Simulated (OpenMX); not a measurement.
Runs of OpenMX 3.8.5 on BAs. Symmetry: Pmmm, No. 47, orthorhombic system. Conventional cell: a = 2.128 Å, b = 3.174 Å, c = 4.951 Å, α = 90.00°, β = 90.00°, γ = 90.00°. B (site symmetry mmm) is surrounded by 2 B at 2.13 Å. As (site symmetry mmm) is surrounded by 2 As at 2.13 Å. The cell was built by a generator and needn't be a form met in nature.

```tsv
level	gap on the mesh (eV)	pressure (GPa)
PBE	none	7.9
PBE+D3(BJ)	none	(a)
PBE+D3	none	6.6
PBE+D4	none	4.7
```

Alike in all rows: task single point; potentials or basis OpenMX 2013 PBE set, B7.0-s2p2d1, As7.0-s3p2d2, grid cutoff 500 Ry; no spin polarisation; cell as given; k mesh 9 × 7 × 5; smearing fermi-dirac 0.05 eV.

Fill in the values left out.

(a) 5.9.

Caveats: the basis of atomic orbitals isn't converged, which shifts pressures, moduli and gaps; this functional lacks dispersion, which binds the layers, so the pressure and a relaxed spacing across them are unreliable (some runs).

A k mesh can miss the band edges, and the runs leave out spin-orbit coupling on As.

A gap of «none» marks a metal or a gap under the smearing width.
